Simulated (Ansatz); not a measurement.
Starting cell, CaF₂ (fluorite):

```yaml
crystal:
  lattice:
    - [0.00000, 5.51101, 5.51101]
    - [2.75551, 2.75551, 5.51101]
    - [2.75551, 2.75551, 0.00000]
  atoms:
    - { symbol: Ca, position: [0.00000, 0.00000, 0.00000] }
    - { symbol: Ca, position: [0.50000, 0.00000, 0.00000] }
    - { symbol: F, position: [0.00000, 0.25000, 0.25000] }
    - { symbol: F, position: [0.50000, 0.25000, 0.25000] }
    - { symbol: F, position: [0.00000, 0.75000, 0.75000] }
    - { symbol: F, position: [0.50000, 0.75000, 0.75000] }
```

The atoms are displaced by Q × the pattern below (from a DFPT mode at X = (0.5, 0.5, 0.0), largest move 1; Q in Å), at fixed cell. It is one choice among 2 degenerate patterns. (q is in reciprocal vectors of the primitive cell; the cell shown is doubled to hold the pattern.)

```tsv
atom	x	y	z
Ca1	0.147	0.000	0.000
Ca2	-0.147	0.000	0.000
F3	0.000	-1.000	0.000
F4	0.000	1.000	0.000
F5	0.000	-1.000	0.000
F6	0.000	1.000	0.000
```

Level of theory: PBE (plane waves to 420 eV, PAW, scalar-relativistic; Ansatz, an electronic-structure program). k mesh 10×10×10 (Γ-centred), Fermi-Dirac smearing 0.05 eV. Energies are smeared free energies. CaF2 was relaxed with its symmetry unable to fall. The PAW data are Ansatz's earlier set. ΔE is measured from the undisplaced structure.

The scan covers Q from -0.100 to 0.100 Å in 13 points.

Problem. Is this a single well or a double well?

Solution. A single well with its minimum at or next to zero displacement.

Problem. Which space group does the distorted structure have?

Solution. Cmcm (No. 63), lowered from Fm-3m.

Problem. What is the energy change at Q = 0.100 Å?

Solution. 144.6 meV/cell.

Problem. What harmonic wavenumber does the curvature at Q = 0 give?

Solution. 315 cm⁻¹.

(For displaced atoms, the force is minus the slope of the energy, and its curvature is a force constant, which sets phonon frequencies.)
